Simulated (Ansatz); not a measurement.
Input and command of a calculation in Ansatz (plane waves; scalar-relativistic PAW potentials unless the input names others):

```yaml
crystal:
  lattice:
    - [0.0, 1.968725025, 1.968725025]
    - [1.968725025, 0.0, 1.968725025]
    - [1.968725025, 1.968725025, 0.0]
  atoms:
    - { symbol: Pd, position: [0.0, 0.0, 0.0] }
basis:
  ecutwfc: 420
  ecutrho_ratio: 2
kpoints:
  mp_grid: { grid: [18, 18, 18] }
hamiltonian:
  xc: pbe
scf:
  occupations: { method: gaussian, width: 0.1 }
  max_iter: 80
output:
  forces: true
  eigenvalues: true
  stress: true
```

```bash
ansatz run input.yaml --threads 1 --pin off --max-ram 1331MiB --backend cpu --events-out ev --progress --plain --runs-dir out
```

Abridged log:
```
Warning: basis.ecutrho_ratio = 2 (ecutrho = 840 eV) is below the records' recommended 1680 eV
Basis set: ecut = 420 eV, 307 PW (Γ), exchange–correlation on 32×32×32 points (8 copies of the dense FFT grid, shifted against one another)
Bands: 13, of which v1, the nominal top of the filled ones, is band 9 counted from 1 (8 counted from 0)
Symmetry: 48 space group operations
k-points: 195 of 5832
SCF iter   1: F=—  HF=-6972.858277 eV  |F-HF|=—  |Δ(HF+E_count)|=         —  Δρ=4.60e-3  dr2=1.33e-3  ethr=1.77e-3  ⟨swp⟩=5.0  Hψ=14670  notcnv=0
SCF iter   2: F=—  HF=-6972.858056 eV  |F-HF|=—  |Δ(HF+E_count)|=   2.21e-4  Δρ=2.17e-3  dr2=1.71e-4  ethr=7.41e-6  ⟨swp⟩=1.2  Hψ=4140  notcnv=0
SCF iter   3: F=—  HF=-6972.858155 eV  |F-HF|=—  |Δ(HF+E_count)|=   9.91e-5  Δρ=6.30e-4  dr2=4.06e-5  ethr=9.52e-7  ⟨swp⟩=1.0  Hψ=2535  notcnv=0
SCF iter   4: F=—  HF=-6972.858152 eV  |F-HF|=—  |Δ(HF+E_count)|=   3.22e-6  Δρ=7.88e-5  dr2=3.07e-7  ethr=2.25e-7  ⟨swp⟩=2.1  Hψ=3369  notcnv=0
SCF iter   5: F=-6972.858152 eV  HF=-6972.858152 eV  |F-HF|=3.46e-8  |Δ(HF+E_count)|=   4.00e-7  Δρ=2.47e-5  dr2=6.34e-8  ethr=1.70e-9  ⟨swp⟩=2.8  Hψ=4303  notcnv=0
SCF iter   6: F=-6972.858152 eV  HF=-6972.858152 eV  |F-HF|=2.62e-9  |Δ(HF+E_count)|=   1.38e-8  Δρ=6.42e-6  dr2=4.42e-9  ethr=3.52e-10  ⟨swp⟩=2.0  Hψ=7625  notcnv=0
SCF 1 converged in 6 iterations: F = -6972.858152 eV  dr2 = 4.42e-9
SCF converged after 6 iterations
Free energy (F): -6972.858152 eV
Harris-Foulkes:  -6972.858152 eV  (|F-HF|=2.62e-9)
Internal energy: -6972.846001 eV  (E = F + TS)
E sigma→0 (E₀):  -6972.852076 eV
Entropy (-TS):   -0.012151 eV (-12.151 meV/atom)
Fermi energy:    18.922857 eV
--- Forces (eV/Å), atoms counted from 1 ---
  atom   1  Pd     0.00000000     0.00000000     0.00000000
--- Stress (GPa, compression-positive) ---
        0.695838       0.000000       0.000000
        0.000000       0.695838       0.000000
        0.000000       0.000000       0.695838
  P = ⅓ Tr σ = 0.6958 GPa (6.958 kbar)
settings of this run that can trade accuracy for cost: basis.ecutrho_ratio < 4. Do not mix this run's numbers with those of runs without the same settings; the input reference describes each key
```

One setting here is unusual or wrong in general: a density cutoff too low for products of the waves, which reach up to 4 times the waves' cutoff (basis.ecutrho_ratio: not typed → 2). For this cell it did little harm to the result: the run converged in 6 SCF iterations (reference: 6) with an energy at zero smearing 0.51 meV/atom below the reference's, pressure 0.70 GPa, largest force 0.000 eV/Å, no gap on the mesh. A reference run from the same start on usual settings converged with pressure 0.61 GPa, largest force 0.000 eV/Å, no gap on the mesh.